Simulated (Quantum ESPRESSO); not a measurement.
## AlN, rock salt: band edges under a change of volume

How fast do the gaps move when the cell is scaled evenly? The symmetry of the cell is held, so distortions that would lower it, which this phase may prefer, aren't tested.

Calculated with Quantum ESPRESSO 7.5, PBEsol, PseudoDojo 0.4.1 norm-conserving potentials, cutoff 1170 eV, Fermi–Dirac smearing 0.02 eV, k-mesh 12×12×12, no spin polarisation, no spin-orbit coupling.

Reference cell, relaxed at zero pressure with PBEsol (Fm-3m): a = 2.8594 Å, b = 2.8594 Å, c = 2.8594 Å, α = 60.00°, β = 60.00°, γ = 60.00°.

```
atom       x       y       z
  Al  0.0000  0.0000  0.0000
   N  0.5000  0.5000  0.5000
```

Levels are read on the k-mesh and along lines from Γ to X = (0.5, 0, 0.5), L = (0.5, 0.5, 0.5), K = (0.375, 0.375, 0.75) and W = (0.5, 0.25, 0.75) in the reciprocal basis of this cell (the letters only name these points), and count from the highest filled level.

| ln(V/V0) | gap (eV) | direct gap at Γ (eV) | lowest empty at X (eV) |
| --- | --- | --- | --- |
| −0.0619 | 5.079 | 6.581 | 5.079 |
| −0.0408 | 4.982 | 6.263 | 4.982 |
| −0.0202 | 4.780 | 5.959 | 4.780 |
| 0.0000 | 4.585 | 5.666 | 4.585 |
| 0.0198 | 4.397 | 5.386 | 4.397 |
| 0.0583 | 4.043 | 4.856 | 4.043 |

**Question.** Fit the direct gap at Γ and give it at ln(V/V0) = 0.0392, a row left out above.

A straight line through the 6 rows: the means are −0.007467 for ln(V/V0) and 5.7852 for the level, Σ(Δx)² = 0.009361 and ΣΔxΔy = −0.1343, so the slope is −0.1343/0.009361 = −14.352 and the intercept 5.7852 − (−14.352)(−0.007467) = 5.678.

The slope is the volume deformation potential of this gap, −14.35 eV, as a mean over the range. The line gives 5.115 eV. The run itself gives 5.116 eV, so the estimate misses by 0.001 eV; the fitted rows themselves lie up to 0.015 eV off the law.

The gap lies below the direct one at Γ in every row. Semilocal functionals give gaps that are too small, and the error differs from valley to valley, so the order of close valleys can be wrong too.

[Logs are printed without paths, hosts, clocks, repeated set-up lines and the standing remarks that a program may print on its own settings, such as how far it seeks lower states.]
